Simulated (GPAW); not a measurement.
Write an ASE script for GPAW 26.7.0 that does the following.

| Item | Value |
| --- | --- |
| Task | relaxation of cell and atoms |
| Functional | PBEsol |
| Dispersion | D3(BJ) |
| Potentials or basis | PAW data sets generated in the run's folder for this functional |
| Cutoff | 600 eV |
| Basis | pw |
| k mesh | 8 × 8 × 4 |
| Occupations | fermi-dirac, width 0.05 eV |
| Spin | no spin polarisation |
| Maxiter | 150 |
| Optimizer | BFGS |
| Fmax | 0.02 eV/Å |
| Max steps | 60 |
| Convergence | density=1e-05 forces=0.0001 |

Crystal: In.

```
In
1.0
     3.33548    0.00000    0.00000
    -1.66774    2.88861    0.00000
     0.00000    0.00000    5.50914
In
2
Direct
  0.66667 0.33333 0.75000
  0.33333 0.66667 0.25000
```

This isn't the form of In at room conditions, which is tetragonal.

One way to write it, as run:

run.py

```python
from ase import Atoms
from ase.calculators.mixing import SumCalculator
from ase.filters import FrechetCellFilter
from ase.io import write
from ase.optimize import BFGS
from dftd3.ase import DFTD3
from gpaw import GPAW, PW, setup_paths

setup_paths.insert(0, '.')

atoms = Atoms(['In', 'In'],
              cell=[[3.335484782, 0.0, 0.0],
                    [-1.667742391, 2.8886145552, 0.0],
                    [0.0, 0.0, 5.50914292]],
              scaled_positions=[[0.6666666667, 0.3333333333, 0.75],
                                [0.3333333333, 0.6666666667, 0.25]],
              pbc=True)

calc = GPAW(mode=PW(600),
            xc='PBEsol',
            kpts={'size': (8, 8, 4), 'gamma': True},
            occupations={'name': 'fermi-dirac', 'width': 0.05},
            nbands=23,
            convergence={'density': 1e-05, 'forces': 0.0001},
            maxiter=150,
            txt='gpaw.txt')
atoms.calc = SumCalculator([calc, DFTD3(method='pbesol', damping='d3bj')])
opt = BFGS(FrechetCellFilter(atoms), trajectory='relax.traj', logfile='-')
done = opt.run(fmax=0.02, steps=60)
calc.write('gs.gpw')
write('result.traj', atoms)
print('Converged:', done)
print('Cell:', atoms.cell.cellpar().round(4))
print('Volume:', round(atoms.get_volume(), 4))
print(atoms.get_scaled_positions().round(5))
```

Potentials or basis: PAW data sets generated in the run's folder for this functional, pw.

The run is started by

```console
$ gpaw-setup -f PBEsol In
$ OMP_NUM_THREADS=1 python run.py
```

Results of the run:

```json
{
  "Relaxed volume": "24.44 Å³/atom",
  "Relaxed cell": "a = 3.158 Å, b = 3.158 Å, c = 5.660 Å, α = 90.00°, β = 90.00°, γ = 120.00°",
  "Space group after relaxing (to 0.05 Å)": "P6_3/mmc (No. 194)",
  "Energy gained by relaxing": "46.4 meV/atom",
  "Ionic steps": "10",
  "Pressure after relaxing": "0.0 GPa",
  "Band gap on the k mesh": "none (metal or under the smearing width)",
  "Dispersion energy per atom": "-0.384 eV"
}
```

Caveat: later steps reuse the first step's grids; pairwise dispersion overbinds metals, which lowers pressure and volume.

Wall time 2.8 min on 1 thread of Arm Neoverse V2, with other jobs on the host, peak memory 0.32 GiB.
